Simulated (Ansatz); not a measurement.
# BN, space group R3m: a calculation of the elastic constants

Computed with Ansatz 0.2.0, Python API.

Script `elastic_bn.py`:
```python
"""Stiffness tensor and moduli of BN."""

import ansatz as az
import numpy as np

FUNCTIONAL = "pbesol"
SMEARING = "Fixed"
KGRID = (10, 10, 10)


def main() -> None:
    lattice = az.Lattice.of(
        [1.251122, 0.722335, 3.372934],
        [-1.251122, 0.722335, 3.372934],
        [0.0, -1.444671, 3.372934],
    )
    sites = [
        ("B", [0.999671, 0.999671, 0.999671]),
        ("N", [0.332762, 0.332762, 0.332762]),
    ]
    bn = az.Crystal(lattice=lattice)
    for symbol, position in sites:
        bn = bn.atom(symbol, position)

    setup = (
        bn.calculation()
        .functional(FUNCTIONAL)
        .occupations(SMEARING)
        .kpoints(*KGRID)
    )
    res = setup.elastic("relaxed_ion").run(threads=1, pin="off")
    elastic = res.elastic

    C = np.asarray(elastic.c_gpa)
    for i in range(6):
        for j in range(i, 6):
            if abs(C[i, j]) > 0.05:
                print(f"C{i + 1}{j + 1} = {C[i, j]:.1f} GPa")
    print("smallest eigenvalue of C:", round(elastic.stability.min_eigenvalue_gpa, 1), "GPa; tensor positive definite:", elastic.stability.min_eigenvalue_gpa > 0)
    # averaged moduli need a positive definite tensor
    if elastic.stability.min_eigenvalue_gpa > 0:
        for name, value in elastic.moduli.to_plain().items():
            print(f"{name:14s} {value:9.3f}")
        S = np.linalg.inv(elastic.c_gpa)
        print("Young modulus along x, y, z (GPa):", np.round(1 / np.diag(S)[:3], 1))
        print("linear compressibility along x, y, z (1/TPa):", np.round(1000 * S[:3, :3].sum(axis=1), 2))


if __name__ == "__main__":
    main()
```

```console
$ python elastic_bn.py
DeckWarning: basis.ecutwfc = 420 eV, auto-derived from the records' recommended cutoffs: set by B (normal level)
C11 = 868.6 GPa
C12 = 205.1 GPa
C13 = 1.5 GPa
C14 = 2.5 GPa
C22 = 868.6 GPa
C23 = 1.5 GPa
C24 = -2.5 GPa
C33 = 17.1 GPa
C44 = 4.0 GPa
C55 = 4.0 GPa
C56 = 2.5 GPa
C66 = 331.7 GPa
smallest eigenvalue of C: 4.0 GPa; tensor positive definite: True
k_voigt_gpa      241.050
k_reuss_gpa       16.645
k_hill_gpa       128.847
g_voigt_gpa      171.044
g_reuss_gpa        8.458
g_hill_gpa        89.751
youngs_gpa       218.516
poisson            0.217
Young modulus along x, y, z (GPa): [817.6 817.6  17.1]
linear compressibility along x, y, z (1/TPa): [ 0.85  0.85 58.38]
```
(Warnings from the package without file and line.)

Caveats:
- With fixed filling the reported Fermi level is the top filled level among the k-points of the SCF.
- A positive definite tensor excludes instabilities under uniform strain alone; phonons elsewhere in the zone can still be imaginary.
- The structure comes from a database of computed cells and needn't be a stable or known phase.
- The constants belong to the cell that was strained; where it wasn't relaxed first it may be under stress.
- The whole script took 2.5 min on 1 thread of Intel(R) Xeon(R) Processor @ 2.30GHz, with other jobs on the host, peak memory 0.56 GiB.

(A comment or docstring line of the script was reworded after the run, the code is as it ran.)
